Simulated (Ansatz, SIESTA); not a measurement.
This is a calculation of ZrS2 for SIESTA 5.4.2. Atoms were shifted at random by some hundredths of an Å from the given cell, which wasn't relaxed again for these runs. The cell is a database's computed one, not the measured one.

File ZrS2.fdf:

```
SystemName                      ZrS2
SystemLabel                     ZrS2
NumberOfSpecies                 2
NumberOfAtoms                   3
%block ChemicalSpeciesLabel
  1  40 Zr
  2  16 S
%endblock ChemicalSpeciesLabel

LatticeConstant                 1.0 Ang
%block LatticeVectors
     3.6913825498     0.0000000000     0.0000000000
    -1.8456912749     3.1968310632     0.0000000000
     0.0000000000     0.0000000000     6.0410770100
%endblock LatticeVectors
AtomicCoordinatesFormat         Fractional
%block AtomicCoordinatesAndAtomicSpecies
     0.0023340000     0.0014690000     0.0006530000  1  Zr
     0.3271430000     0.6681840000     0.2436080000  2  S
     0.6722730000     0.3466260000     0.7550410000  2  S
%endblock AtomicCoordinatesAndAtomicSpecies

%block kgrid.MonkhorstPack
    8   0   0  0.0
    0   8   0  0.0
    0   0   5  0.0
%endblock kgrid.MonkhorstPack
XC.Functional                   GGA
XC.Authors                      PBEsol
PAO.BasisSize                   DZP
PAO.EnergyShift                 0.003 Ry
Mesh.Cutoff                     800 Ry
OccupationFunction              FD
ElectronicTemperature           0.05 eV
MaxSCFIterations                120
SCF.MustConverge                false
SCF.Mixer.Method                Pulay
SCF.Mixer.Weight                0.25
SCF.Mixer.History               8
SCF.DM.Tolerance                5.0e-05
SCF.H.Tolerance                 1.0e-03 eV
WriteForces                     true
Charge.Mulliken                 end
%block PAO.Basis
  Zr 5
  n=4 0 2
    3.497 0.000
  n=5 0 2
    8.986 0.000
  n=4 1 2
    4.065 0.000
  n=5 1 1
    8.986
  n=4 2 2
    7.326 0.000
%endblock PAO.Basis
```

Potentials or basis: PseudoDojo 0.4 standard (PBEsol files), converted to PSML, two zetas on semicore shells, DZP (energy shift 0.003 Ry; two zetas on semicore shells).

The run is started by

```console
$ siesta < ZrS2.fdf > ZrS2.out 2>&1
```

Question: Set up the same calculation for Ansatz 0.2.0. Potentials or basis there: all-electron LAPW, scalar-relativistic.

Answer: As run (cutoffs and basis follow the program's own potentials, and thresholds, step limits or extra output files can differ):

File input.yaml:

```yaml
crystal:
  lattice:
    - [3.6913825498, 0.0, 0.0]
    - [-1.8456912749, 3.1968310632, 0.0]
    - [0.0, 0.0, 6.04107701]
  atoms:
    - { symbol: Zr, position: [0.002334, 0.001469, 0.000653] }
    - { symbol: S, position: [0.327143, 0.668184, 0.243608] }
    - { symbol: S, position: [0.672273, 0.346626, 0.755041] }
kpoints:
  mp_grid: { grid: [8, 8, 5] }
scf:
  occupations: { method: fermi_dirac, width: 0.05 }
hamiltonian:
  xc: pbesol
  pseudopotentials: { kind: all_electron, lapw: { basis_error: 0.001 } }
output:
  forces: true
  stress: true
  eigenvalues: true
  populations: true
```

Potentials or basis: all-electron LAPW, scalar-relativistic.

Command:

```bash
$ ansatz run input.yaml --threads 2 --pin off --max-ram 8192MiB --backend cpu --events-out ev --progress --plain --runs-dir out
```

Both were run:

|  | SIESTA | Ansatz |
| --- | --- | --- |
| Pressure | -3.5 GPa | -4.4 GPa |

Where Ansatz's input types no cutoff or centring, it takes its own default and a Γ-centred mesh.

Pressure is positive in compression.
